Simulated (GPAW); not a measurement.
Crystal: SrO.

```
CELL_PARAMETERS angstrom
0.00000 2.56630 2.56630
2.56630 0.00000 2.56630
2.56630 2.56630 0.00000
ATOMIC_POSITIONS crystal
Sr 0.50000 0.50000 0.50000
O 0.00000 0.00000 0.00000
```

Base run:

- Program: GPAW 26.7.0
- Functional: PBEsol
- Potentials or basis: PAW data sets generated in the run's folder for this functional
- Cutoff: 800 eV
- Basis: pw
- k mesh: 9 × 9 × 9
- Occupations: fermi-dirac, width 0.05 eV
- Spin: no spin polarisation

Its results: band gap on the k mesh 3.31 eV, indirect (least direct gap 3.39 eV); pressure 0.0 GPa.

Task: The run is repeated on the same cell with these changes: functional from PBEsol to BLYP. What comes out?

Result: Band gap on the k mesh 3.55 eV, indirect (least direct gap 3.63 eV); pressure 6.7 GPa.

BLYP binds less tightly than PBEsol, so the same cell stands under more pressure.

A k mesh can miss the band edges.

Not every run made on this cell is shown here.
